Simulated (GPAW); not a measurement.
# HfC (Fm-3m) in GPAW: settings compared, part 2 of 2

GPAW 26.7.0. The steps go on from the part before.

### Step 4. Single point, PBE+U (cell strained at random at fixed volume)

File run.py:

```python
from ase.dft.bandgap import bandgap
from ase.io import read, write
from ase.units import GPa
from gpaw import GPAW, PW

atoms = read('POSCAR')

calc = GPAW(mode=PW(650),
            xc='PBE',
            kpts={'size': (8, 8, 8), 'gamma': True},
            occupations={'name': 'fermi-dirac', 'width': 0.05},
            setups={'Hf': ':d,5.3'},
            nbands=18,
            maxiter=120,
            txt='gpaw.txt')
atoms.calc = calc
energy = atoms.get_potential_energy()
forces = atoms.get_forces()
stress = atoms.get_stress()
calc.write('gs.gpw')
write('result.traj', atoms)
print(f'Energy: {energy:.6f} eV')
print('Forces (eV/A):')
print(forces.round(4))
print('Stress (GPa):', (stress / GPa).round(3))
print('Fermi level:', round(calc.get_fermi_level(), 4), 'eV')
print(f'Gap: {bandgap(calc)[0]:.4f} eV, direct: {bandgap(calc, direct=True)[0]:.4f} eV')
```

File POSCAR:

```
HfC
1.0
    0.0174450000      2.3786050000      2.2834680000
    2.3080290000      0.0089040000      2.2920090000
    2.3181550000      2.3972710000     -0.0012210000
Hf C
1 1
Direct
    0.5000000000      0.5000000000      0.5000000000
    0.0000000000      0.0000000000      0.0000000000
```

Potentials or basis: GPAW PAW data sets (gpaw-data 1.2.1), pw.

The run is started by

```bash
> OMP_NUM_THREADS=1 python run.py
```

gpaw.txt:

```text
__  _  _
 | _ |_)|_||  |
 |__||  | ||/\| - 26.7.0

Input parameters:
  mode=PW(ecut=650.0),
  kpts=MonkhorstPack(size=(8, 8, 8), gamma=True),
  maxiter=120,
  nbands=18,
  occupations=Occupations(name='fermi-dirac', width=0.05),
  setups={'Hf': ':d,5.3'},
  xc=XC(name='PBE')

Diagonalizing LCAO Hamiltonian
Converting LCAO to pw mode

               Hf

       C

Atoms  # Å, Bohr magnetons
|   | symbol |        x |        y |        z |    initial magnetic moments |
|---|--------|----------|----------|----------|-----------------------------|
| 0 |     Hf | 2.321814 | 2.392390 | 2.287128 | ( 0.0000,  0.0000,  0.0000) |
| 1 |      C | 0.000000 | 0.000000 | 0.000000 | ( 0.0000,  0.0000,  0.0000) |

Unit cell  # Å
| periodic |        x |        y |         z |  lengths |    angles |
|----------|----------|----------|-----------|----------|-----------|
|      yes | 0.017445 | 2.378605 |  2.283468 | 3.297316 | 60.332984 |
|      yes | 2.308029 | 0.008904 |  2.292009 | 3.252750 | 58.533530 |
|      yes | 2.318155 | 2.397271 | -0.001221 | 3.334779 | 60.415510 |

Number of symmetries: 2
Symmetry operations  # r_c * U_cc + t_c -> r_c
|   | kind |            matrix            |
|---|------|------------------------------|
| 0 |  E   |  1, 0, 0,  0, 1, 0,  0, 0, 1 |
| 1 |  i   | -1, 0, 0,  0,-1, 0,  0, 0,-1 |

BZ-sampling:
  Number of BZ points: 512
  Number of IBZ points: 260

  Monkhorst-Pack size: [8, 8, 8]
  Monkhorst-Pack shift: [0.0625, 0.0625, 0.0625]

K-points  # in reciprocal-cell coordinates
|     |                                coordinates |     weight |
|-----|--------------------------------------------|------------|
|   0 | (  0.00000000,   0.00000000,   0.00000000) | 0.00195312 |
|   1 | (  0.00000000,   0.00000000,   0.12500000) | 0.00390625 |
|   2 | (  0.00000000,   0.00000000,   0.25000000) | 0.00390625 |
|   3 | (  0.00000000,   0.00000000,   0.37500000) | 0.00390625 |
|   4 | (  0.00000000,   0.00000000,   0.50000000) | 0.00195312 |
|   5 | (  0.00000000,   0.12500000,  -0.37500000) | 0.00390625 |
|   6 | (  0.00000000,   0.12500000,  -0.25000000) | 0.00390625 |
|   7 | (  0.00000000,   0.12500000,  -0.12500000) | 0.00390625 |
|   8 | (  0.00000000,   0.12500000,   0.00000000) | 0.00390625 |
|   9 | (  0.00000000,   0.12500000,   0.12500000) | 0.00390625 |
| ... |                                            |            |
| 259 | (  0.50000000,   0.50000000,   0.50000000) | 0.00195312 |

Plane wave coefficients: 968
Cutoff: 650.0 eV

Spin-components: 1 (collinear spins)
Bands:           18
Projectors:      11
Spin-degeneracy: 2
Datatype:        complex128

Parallelization:
  kpt:    1
  domain: 1
  band:   1

Density:
  Valence electrons: 16.0
  Components: 1
  Grid points: [20 20 20]
  Charge: 0.0  # |e|

Potential:
  Grid points: [20 20 20]

species:
  Hf:
    name:    Hafnium
    Z:       72.0
    valence: 12
    core:    60
    charge:  0.0  # [|e|]
    Hubbard: {U: 5.3,  # eV
              l: 2,
              scale: True}
    compensation charges:
      type: gauss
      rc: 0.41  # [Å]
      lmax: 2
    cutoffs:
      filter: 2.36  # [Å]
      core: 4.02  # [Å]
    projectors
    | kind |    occ | energy [eV] | rcut [Å] |
    |------|--------|-------------|----------|
    |   5s |  2.000 |     -66.831 |    1.397 |
    |   6s |  2.000 |      -5.097 |    1.397 |
    |   5p |  6.000 |     -35.599 |    1.307 |
    |   6p |  0.000 |      -1.401 |    1.307 |
    |   5d |  2.000 |      -2.699 |    1.334 |
    |    d |        |      24.513 |    1.334 |

    Using partial waves for Hf as LCAO basis

  C:
    name:    Carbon
    Z:       6.0
    valence: 4
    core:    2
    charge:  0.0  # [|e|]
    compensation charges:
      type: gauss
      rc: 0.20  # [Å]
      lmax: 2
    cutoffs:
      filter: 1.14  # [Å]
      core: 1.14  # [Å]
    projectors
    | kind |    occ | energy [eV] | rcut [Å] |
    |------|--------|-------------|----------|
    |   2s |  2.000 |     -13.751 |    0.635 |
    |   2p |  2.000 |      -5.284 |    0.635 |
    |    s |        |      13.461 |    0.635 |
    |    p |        |      21.927 |    0.635 |
    |    d |        |       0.000 |    0.635 |

    Using partial waves for C as LCAO basis

Reference energy: -410913.743391  # eV

eigensolver:
  PPCG
  Converge bands: occupied
  niter=2

density mixing:
  MSR1-Mixer
  Pratt-step length: 0.05
  Maximum mixing coefficient: 0.75
  Old densities: 10
  SVD Regularization: 0.005
  Good broyden scale: 1.0
  Trust region scale: 1.0
  Backstep threshold: 4.0
  History deletion threshold: 6.0
  Fourier metric: weight=20.0, sigma=0.015

occupation numbers:
  Fermi-Dirac:
    width: 0.0500  # eV

poisson solver:
  ecut: 5200.0  # eV

xc functional:
  name: PBE with 2 nearest neighbor stencil

convergence criteria:
- Maximum [total energy] change in last 3 cyles: 0.0005 eV / valence electron
- Maximum integral of absolute [dens]ity change: 0.0001 electrons / valence electron
- Maximum integral of absolute [eigenst]ate change: 4e-08 eV^2 / valence electron
maximum number of iterations: 120

SCF iterations
|iter     | |      energy | eigst |  dens |
|---------|-|-------------|-------|-------|
|iter:   1| |  -17.283118 | -0.28 |       |
|iter:   2| |  -16.417664 | -2.42 | -0.73 |
|iter:   3| |  -14.215876 | -1.26 | -0.78 |
|iter:   4| |  -14.252535 | -2.83 | -1.51 |
|iter:   5| |  -14.291976 | -3.00 | -1.76 |
|iter:   6| |  -14.294850 | -4.22 | -2.52 |
|iter:   7| |  -14.295505c| -5.04 | -3.01 |
|iter:   8| |  -14.295623c| -5.59 | -3.43 |
|iter:   9| |  -14.295624c| -7.88c| -4.43c|

Converged in 9 steps
Energy contributions relative to reference atoms: (reference = -410913.743391)

Energy contributions:
  Kinetic:          21.852513
  Coulomb:         -22.305598
  Zero:             -0.280532
  External:          0.000000
  Xc:              -13.561517
  Entropy:          -0.000978
  Spinorbit:         0.000000
  ----------------------------
  Free energy:     -14.296113
  Extrapolated:    -14.295624

dipole moment: (-9.212362, -9.492387, -9.074735)  # |e|*Ang

Fermi level: 11.855
Eigenvalues  # (at kpt = [0.000, 0.000, 0.000])
| band index |      eig [eV] | occ [0-2] |
|------------|---------------|-----------|
|          0 |       -50.649 |     2.000 |
|          1 |       -19.267 |     2.000 |
|          2 |       -19.202 |     2.000 |
|          3 |       -19.192 |     2.000 |
|          4 |        -0.957 |     2.000 |
|          5 |        12.475 |     0.000 |
|          6 |        12.652 |     0.000 |
|          7 |        12.694 |     0.000 |
|          8 |        13.988 |     0.000 |
|          9 |        14.452 |     0.000 |
|         10 |        14.537 |     0.000 |
|         11 |        15.194 |     0.000 |
|         12 |        15.544 |     0.000 |
|        ... |               |           |
|         17 |        36.393 |     0.000 |

No gap
No difference between direct/indirect transitions

Forces  # eV/Ang
|       x |       y |       z |
|---------|---------|---------|
| 0.00000 | 0.00000 | 0.00000 |  # Hf   0
| 0.00000 | 0.00000 | 0.00000 |  # C    1

Stress tensor  # eV/Ang^3
|         x |         y |         z |
|-----------|-----------|-----------|
| -0.163462 |  0.014035 |  0.004144 |
|  0.014035 | -0.068012 | -0.004866 |
|  0.004144 | -0.004866 | -0.186488 |

# Writing to gs.gpw (mode='')
```

It took 37 s on 1 thread of Intel Xeon 6975P-C (Granite Rapids), shared host; peak memory 0.26 GiB.

Results:

* Free energy: -14.2961 eV
* Pressure: 22.3 GPa
* Band gap on the k mesh: none (metal or under the smearing width)

Levels at points of the mesh, in eV from the Fermi level:
```
           k point  band 6  band 7  band 8  band 9  band 10  band 11
(0.00, 0.00, 0.00)    0.62    0.80    0.84    2.13     2.60     2.68
(0.00, 0.00, 0.50)   -6.45   -3.01   -2.87    5.82     6.52     6.71
(0.00, 0.50, 0.00)   -6.42   -3.04   -2.94    5.76     6.63     6.84
(0.00, 0.50, 0.50)   -3.12   -1.14   -0.61   -0.46     5.53     7.75
(0.50, 0.00, 0.00)   -6.40   -3.05   -3.01    5.72     6.72     6.82
(0.50, 0.00, 0.50)   -3.48   -1.09   -0.35   -0.30     5.41     7.68
(0.50, 0.50, 0.00)   -3.04   -1.15   -0.67   -0.49     5.62     7.71
(0.50, 0.50, 0.50)   -6.44   -3.00   -2.88    5.81     6.51     6.84
```

Caveat: the cutoff is short for stress and forces, so pressures can be off by a GPa or more; U without spin polarisation on a metal has little footing; the U is typed as a test and isn't derived for this compound. Spin-orbit coupling is left out, which matters for the levels of Hf.

### Step 5. Relaxation of cell and atoms, PBEsol

File run.py:

```python
from ase import Atoms
from ase.filters import FrechetCellFilter
from ase.io import write
from ase.optimize import BFGS
from gpaw import GPAW, PW, setup_paths

setup_paths.insert(0, '.')

atoms = Atoms(['Hf', 'C'],
              cell=[[0.0, 2.325, 2.325],
                    [2.325, 0.0, 2.325],
                    [2.325, 2.325, 0.0]],
              scaled_positions=[[0.5, 0.5, 0.5],
                                [0.0, 0.0, 0.0]],
              pbc=True)

calc = GPAW(mode=PW(800),
            xc='PBEsol',
            kpts={'size': (10, 10, 10), 'gamma': True},
            occupations={'name': 'fermi-dirac', 'width': 0.05},
            nbands=18,
            convergence={'density': 1e-05, 'forces': 0.0001},
            maxiter=150,
            txt='gpaw.txt')
atoms.calc = calc
opt = BFGS(FrechetCellFilter(atoms), trajectory='relax.traj', logfile='-')
done = opt.run(fmax=0.02, steps=60)
calc.write('gs.gpw')
write('result.traj', atoms)
print('Converged:', done)
print('Cell:', atoms.cell.cellpar().round(4))
print('Volume:', round(atoms.get_volume(), 4))
print(atoms.get_scaled_positions().round(5))
```

Potentials or basis: PAW data sets generated in the run's folder for this functional, pw.

The run is started by

```bash
> gpaw-setup -f PBEsol C Hf
> OMP_NUM_THREADS=1 python run.py
```

Wall time 1.9 min (1 thread of Intel Xeon Platinum 8259CL at 2.50GHz (Skylake/Cascade Lake), shared host); peak memory 0.23 GiB.

The run converged. Its results:

```yaml
Free_energy: -19.7069 eV
Relaxed_volume: 12.29 Å³/atom
Relaxed_cell: a = 3.264 Å, b = 3.264 Å, c = 3.264 Å, α = 60.00°, β = 60.00°, γ = 60.00°
Space_group_after_relaxing_to_0.05_Å: Fm-3m (No. 225)
Energy_gained_by_relaxing: 4.3 meV/atom
Ionic_steps: 3
Pressure_after_relaxing: 0.1 GPa
Band_gap_on_the_k_mesh: none (metal or under the smearing width)
```

The path:
```csv
step,energy change (eV),largest force (eV/Å),pressure (GPa),volume (Å³)
1,0.0000,0.0000,-5.31,25.14
2,-0.0057,0.0000,-3.20,24.91
3,-0.0085,0.0000,0.07,24.59
```

Final structure:
```
Hf C
1.0
     0.00000    2.30789    2.30789
     2.30789    0.00000    2.30789
     2.30789    2.30789    0.00000
Hf C
1 1
Direct
  0.50000 0.50000 0.50000
  0.00000 0.00000 0.00000
```

Levels at points of the mesh, in eV from the Fermi level:
| k point | band 5 | band 6 | band 7 | band 8 | band 9 | band 10 | band 11 | band 12 |
| --- | --- | --- | --- | --- | --- | --- | --- | --- |
| (0.00, 0.00, 0.00) | -12.41 | 1.03 | 1.03 | 1.03 | 1.31 | 1.31 | 1.31 | 3.39 |
| (0.50, 0.50, 0.00) | -10.49 | -2.62 | -1.93 | -0.08 | -0.08 | 5.38 | 6.83 | 6.83 |
| (0.50, 0.50, 0.50) | -8.51 | -6.29 | -3.09 | -3.09 | 5.37 | 5.37 | 5.86 | 6.63 |

Caveat: later steps reuse the first step's grids. Spin-orbit coupling is left out, which matters for the levels of Hf.

### Step 6. Relaxation of cell and atoms, PBEsol, target pressure 2 GPa, at which the enthalpy is minimised

Changes to run.py since step 5:

```diff
@@ -4,2 +4,3 @@
 from ase.optimize import BFGS
+from ase.units import GPa
 from gpaw import GPAW, PW, setup_paths
@@ -25,3 +26,3 @@
 atoms.calc = calc
-opt = BFGS(FrechetCellFilter(atoms), trajectory='relax.traj', logfile='-')
+opt = BFGS(FrechetCellFilter(atoms, scalar_pressure=2 * GPa), trajectory='relax.traj', logfile='-')
 done = opt.run(fmax=0.02, steps=60)
```

Potentials or basis: PAW data sets generated in the run's folder for this functional, pw.

The run is started by

```bash
> gpaw-setup -f PBEsol C Hf
> OMP_NUM_THREADS=1 python run.py
```

gpaw.txt:

```text
__  _  _
 | _ |_)|_||  |
 |__||  | ||/\| - 26.7.0

Input parameters:
  mode=PW(ecut=800.0),
  convergence={'density': 1e-05, 'forces': 0.0001},
  kpts=MonkhorstPack(size=(10, 10, 10), gamma=True),
  maxiter=150,
  nbands=18,
  occupations=Occupations(name='fermi-dirac', width=0.05),
  xc=XC(name='PBEsol')

Diagonalizing LCAO Hamiltonian
Converting LCAO to pw mode

               Hf

       C

Atoms  # Å, Bohr magnetons
|   | symbol |        x |        y |        z |    initial magnetic moments |
|---|--------|----------|----------|----------|-----------------------------|
| 0 |     Hf | 2.325000 | 2.325000 | 2.325000 | ( 0.0000,  0.0000,  0.0000) |
| 1 |      C | 0.000000 | 0.000000 | 0.000000 | ( 0.0000,  0.0000,  0.0000) |

Unit cell  # Å
| periodic |        x |        y |        z |  lengths |    angles |
|----------|----------|----------|----------|----------|-----------|
|      yes | 0.000000 | 2.325000 | 2.325000 | 3.288047 | 60.000000 |
|      yes | 2.325000 | 0.000000 | 2.325000 | 3.288047 | 60.000000 |
|      yes | 2.325000 | 2.325000 | 0.000000 | 3.288047 | 60.000000 |

Number of symmetries: 48
Symmetry operations  # r_c * U_cc + t_c -> r_c
|    | kind |            matrix            |
|----|------|------------------------------|
|  0 |  σ   |  1, 0, 0,  1, 0,-1,  1,-1, 0 |
|  1 |  C2  |  1, 0, 0,  1,-1, 0,  1, 0,-1 |
|  2 |  E   |  1, 0, 0,  0, 1, 0,  0, 0, 1 |
|  3 |  σ   |  1, 0, 0,  0, 0, 1,  0, 1, 0 |
|  4 |  C4  |  1, 0,-1,  1, 0, 0,  1,-1, 0 |
|  5 |  S6  |  1, 0,-1,  1,-1, 0,  1, 0, 0 |
|  6 |  σ   |  1, 0,-1,  0, 1,-1,  0, 0,-1 |
|  7 |  C3  |  1, 0,-1,  0, 0,-1,  0, 1,-1 |
|  8 |  S6  |  1,-1, 0,  1, 0, 0,  1, 0,-1 |
[... 173 lines left out ...]
SCF iterations
|iter     | |      energy | eigst |  dens |force |
|---------|-|-------------|-------|-------|------|
|iter:   1| |  -21.473770 | -0.35 |       |      |
|iter:   2| |  -20.921345 | -2.58 | -0.82 |      |
|iter:   3| |  -19.679130 | -1.55 | -0.89 |      |
|iter:   4| |  -19.689045 | -3.16 | -1.62 |      |
|iter:   5| |  -19.697109 | -3.19 | -1.84 |      |
|iter:   6| |  -19.697047 | -5.22 | -3.01 |      |
|iter:   7| |  -19.697049c| -6.62 | -3.64 |      |
|iter:   8| |  -19.697049c| -7.72c| -4.18 |      |
|iter:   9| |  -19.697049c| -9.31c| -5.38c|      |
|iter:  10| |  -19.697049c|-10.32c| -5.88c|-25.03c|

Converged in 10 steps
Energy contributions relative to reference atoms: (reference = -410785.337283)

Energy contributions:
  Kinetic:          17.387394
  Coulomb:         -18.362565
[... 276 lines left out ...]
  ----------------------------
  Free energy:     -19.705452
  Extrapolated:    -19.704094
[... 23 lines left out ...]
No gap
No difference between direct/indirect transitions

Stress tensor  # eV/Ang^3
|        x |        y |        z |
|----------|----------|----------|
| 0.014880 | 0.000000 | 0.000000 |
| 0.000000 | 0.014880 | 0.000000 |
| 0.000000 | 0.000000 | 0.014880 |

Forces  # eV/Ang
|        x |       y |       z |
|----------|---------|---------|
|  0.00000 | 0.00000 | 0.00000 |  # Hf   0
| -0.00000 | 0.00000 | 0.00000 |  # C    1

Interpolating wave functions to new cell

              Hf

       C

Atoms  # Å, Bohr magnetons
|   | symbol |        x |        y |        z |    initial magnetic moments |
|---|--------|----------|----------|----------|-----------------------------|
| 0 |     Hf | 2.301758 | 2.301758 | 2.301758 | ( 0.0000,  0.0000,  0.0000) |
| 1 |      C | 0.000000 | 0.000000 | 0.000000 | ( 0.0000,  0.0000,  0.0000) |

Unit cell  # Å
| periodic |         x |         y |        z |  lengths |    angles |
|----------|-----------|-----------|----------|----------|-----------|
|      yes | -0.000000 |  2.301758 | 2.301758 | 3.255178 | 60.000000 |
|      yes |  2.301758 | -0.000000 | 2.301758 | 3.255178 | 60.000000 |
|      yes |  2.301758 |  2.301758 | 0.000000 | 3.255178 | 60.000000 |

Number of symmetries: 48
Symmetry operations  # r_c * U_cc + t_c -> r_c
|    | kind |            matrix            |
|----|------|------------------------------|
|  0 |  σ   |  1, 0, 0,  1, 0,-1,  1,-1, 0 |
|  1 |  C2  |  1, 0, 0,  1,-1, 0,  1, 0,-1 |
|  2 |  E   |  1, 0, 0,  0, 1, 0,  0, 0, 1 |
|  3 |  σ   |  1, 0, 0,  0, 0, 1,  0, 1, 0 |
|  4 |  C4  |  1, 0,-1,  1, 0, 0,  1,-1, 0 |
|  5 |  S6  |  1, 0,-1,  1,-1, 0,  1, 0, 0 |
|  6 |  σ   |  1, 0,-1,  0, 1,-1,  0, 0,-1 |
|  7 |  C3  |  1, 0,-1,  0, 0,-1,  0, 1,-1 |
|  8 |  S6  |  1,-1, 0,  1, 0, 0,  1, 0,-1 |
[... 173 lines left out ...]
SCF iterations
|iter     | |      energy | eigst |  dens |force |
|---------|-|-------------|-------|-------|------|
|iter:   1| |  -19.709663 | -1.43 |       |      |
|iter:   2| |  -19.708730 | -4.58 | -2.11 |      |
|iter:   3| |  -19.703785c| -3.47 | -2.14 |      |
|iter:   4| |  -19.703913c| -4.87 | -2.96 |      |
|iter:   5| |  -19.703979c| -6.11 | -3.49 |      |
|iter:   6| |  -19.703980c| -7.71c| -4.64 |      |
|iter:   7| |  -19.703979c| -7.62c| -4.65 |      |
|iter:   8| |  -19.703979c| -7.96c| -5.29c|      |
|iter:   9| |  -19.703979c| -9.34c| -6.09c|-25.03c|

Converged in 9 steps
Energy contributions relative to reference atoms: (reference = -410785.337283)

Energy contributions:
  Kinetic:          22.785524
  Coulomb:         -22.859852
  Zero:             -0.397947
  External:          0.000000
  Xc:              -19.230374
  Entropy:          -0.002661
  Spinorbit:         0.000000
  ----------------------------
  Free energy:     -19.705310
  Extrapolated:    -19.703979
[... 23 lines left out ...]
No gap
No difference between direct/indirect transitions

Stress tensor  # eV/Ang^3
|         x |         y |         z |
|-----------|-----------|-----------|
| -0.013340 |  0.000000 | -0.000000 |
|  0.000000 | -0.013340 |  0.000000 |
| -0.000000 |  0.000000 | -0.013340 |

Forces  # eV/Ang
|        x |        y |       z |
|----------|----------|---------|
| -0.00000 | -0.00000 | 0.00000 |  # Hf   0
|  0.00000 |  0.00000 | 0.00000 |  # C    1

# Writing to gs.gpw (mode='')
```

It took 1.7 min on 1 thread of Intel Xeon Platinum 8259CL at 2.50GHz (Skylake/Cascade Lake), shared host; peak memory 0.23 GiB.

What came out:

* Free energy: -19.7053 eV
* Relaxed volume: 12.19 Å³/atom
* Relaxed cell: a = 3.255 Å, b = 3.255 Å, c = 3.255 Å, α = 60.00°, β = 60.00°, γ = 60.00°
* Space group after relaxing (to 0.05 Å): Fm-3m (No. 225)
* Energy change on relaxing (the enthalpy is what falls): -3.5 meV/atom
* Ionic steps: 3
* Pressure after relaxing: 2.1 GPa
* Band gap on the k mesh: none (metal or under the smearing width)

Step by step:
```csv
step,energy change (eV),largest force (eV/Å),pressure (GPa),volume (Å³)
1,0.0000,0.0000,-5.31,25.14
2,-0.0070,0.0000,-2.38,24.83
3,-0.0069,0.0000,2.14,24.39
```

Final structure:
```
Hf C
1.0
     0.00000    2.30176    2.30176
     2.30176    0.00000    2.30176
     2.30176    2.30176    0.00000
Hf C
1 1
Direct
  0.50000 0.50000 0.50000
  0.00000 0.00000 0.00000
```

Caveat: later steps reuse the first step's grids. The run has no spin-orbit coupling, so splittings on Hf are missing.

### Step 7. Overview

| task | level | potentials or basis | U | cell | k mesh | cutoff (eV) | maxiter | convergence | optimizer | fmax | max steps | gap on the mesh (eV) | pressure (GPa) |
| --- | --- | --- | --- | --- | --- | --- | --- | --- | --- | --- | --- | --- | --- |
| single point | PBE | GPAW PAW data sets (gpaw-data 1.2.1), pw | - | as given | 8 × 8 × 8 | 650 | 120 | default | - | - | - | none | 1.4 |
| single point | PBE+U | GPAW PAW data sets (gpaw-data 1.2.1), pw | Hf d U = 5.3 eV | cell strained at random at fixed volume | 8 × 8 × 8 | 650 | 120 | default | - | - | - | none | 22.3 |
| relaxation of cell and atoms | PBEsol | PAW data sets generated in the run's folder for this functional, pw | - | relaxed | 10 × 10 × 10 | 800 | 150 | density=1e-05 forces=0.0001 | BFGS | 0.02 eV/Å | 60 | none | 0.1 |
| relaxation of cell and atoms | PBEsol | PAW data sets generated in the run's folder for this functional, pw | - | relaxed to 2 GPa | 10 × 10 × 10 | 800 | 150 | density=1e-05 forces=0.0001 | BFGS | 0.02 eV/Å | 60 | none | 2.1 |

Alike in all rows: no spin polarisation; smearing fermi-dirac 0.05 eV.

Caveats: the cutoff is short for stress and forces, so pressures can be off by a GPa or more (some runs); later steps reuse the first step's grids (some runs); U without spin polarisation on a metal has little footing (some runs); the U is typed as a test and isn't derived for this compound (some runs).

Total energies depend on the potentials used, so only differences within one code and one set of settings carry meaning.
